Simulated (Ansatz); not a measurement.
# Ta (fcc type): the cost of one run

Program: Ansatz 0.2.0. Level of theory: DFT, PBE, all-electron LAPW, scalar-relativistic. These are calculated values, not measurements.

This is Ta in the fcc structure; at room conditions it is bcc.

### 1 The structure to begin with

Symmetry: Fm-3m, No. 225, cubic system. Conventional cell: a = 3.954 Å, b = 3.954 Å, c = 3.954 Å, α = 90.00°, β = 90.00°, γ = 90.00°. Around Ta (site symmetry m-3m) lie 12 Ta at 2.80 Å.

As a file:

```cif
data_structure
_symmetry_space_group_name_H-M 'Fm-3m'
_symmetry_Int_Tables_number 225
_cell_length_a 3.9543
_cell_length_b 3.9543
_cell_length_c 3.9543
_cell_angle_alpha 90.000
_cell_angle_beta 90.000
_cell_angle_gamma 90.000
_cell_volume 61.83
loop_
_atom_site_label
_atom_site_type_symbol
_atom_site_symmetry_multiplicity
_atom_site_Wyckoff_symbol
_atom_site_fract_x
_atom_site_fract_y
_atom_site_fract_z
_atom_site_occupancy
Ta1 Ta 4 a 0.00000 0.00000 0.00000 1
```

The file gives the conventional cell by its symmetry; the runs use the cell typed in the input.

### 2 Fcc relaxed under pressure, LAPW

input.yaml

```yaml
crystal:
  lattice:
    - [0.0, 1.9771339765, 1.9771339765]
    - [1.9771339765, 0.0, 1.9771339765]
    - [1.9771339765, 1.9771339765, 0.0]
  atoms:
    - { symbol: Ta, position: [0.0, 0.0, 0.0] }
kpoints:
  mp_grid: { grid: [17, 17, 17] }
scf:
  occupations: { method: fermi_dirac, width: 0.08 }
hamiltonian:
  xc: pbe
  pseudopotentials: { kind: all_electron, lapw: { basis_error: 0.0005 } }
output:
  forces: true
  stress: true
  eigenvalues: true
relax:
  f_tol: 0.005
  max_steps: 12
  cell: { p_target: 54.0, stress_tol: 0.03 }
```

Run with:

```console
$ ansatz run input.yaml --threads 1 --pin off --max-ram 3584MiB --backend cpu --events-out ev --progress --plain --runs-dir out
```

**Question.** How long does this run take on 1 thread of Intel Xeon Platinum 8488C (Sapphire Rapids), shared host, and how much memory does it need?

About 57 s, with a peak of 0.51 GiB.
